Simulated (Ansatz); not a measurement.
The system is MoSe2.

```
Mo Se
1.0
     3.28800    0.00000    0.00000
    -1.64400    2.84749    0.00000
     0.00000    0.00000   12.90000
Mo Se
2 4
Cartesian
  1.6440 0.9492 9.6750
  0.0000 1.8983 3.2250
  1.6440 0.9492 4.8375
  0.0000 1.8983 11.2875
  1.6440 0.9492 1.6125
  0.0000 1.8983 8.0625
```

Base run:

| Quantity | Value |
| --- | --- |
| Program | Ansatz 0.2.0 |
| Functional | rPW86-PBE |
| Potentials or basis | Ansatz PAW |
| Cutoff | 420 eV (not typed: the program's choice for these potentials) |
| k mesh | 9 × 9 × 2 |
| Occupations | fermi-dirac, width 0.05 eV |
| Spin | no spin polarisation |

Its results: band gap on the k mesh 0.88 eV, indirect (least direct gap 1.38 eV); pressure 14.4 GPa; largest force 1.643 eV/Å.

Question: After a change of settings the same cell gave: band gap on the k mesh 0.88 eV, indirect (least direct gap 1.38 eV); pressure 3.2 GPa; largest force 0.795 eV/Å. Which change was it?
A. functional from rPW86-PBE to PBEsol
B. functional from rPW86-PBE to HF; k mesh from 9 × 9 × 2 to 5 × 5 × 2
C. functional from rPW86-PBE to LDA; potentials or basis from Ansatz PAW to JTH PAW LDA; cutoff from 420 eV (not typed: the program's choice for these potentials) to 1800 eV; valence electrons from 92 to 52

Answer: A.

Caveats: the cell's inner coordinates are idealised or old, which leaves forces on the atoms; the PAW data sets come from PBE, with cores solved anew for the run's functional, which leaves a small shift of forces and pressure; the k mesh misses the band edges, so the gap on the mesh is wider than the one along the path (some runs); this functional lacks dispersion, which binds the layers, so the pressure and a relaxed spacing across them are unreliable (some runs).

Runs at the PBE level aren't shown here.
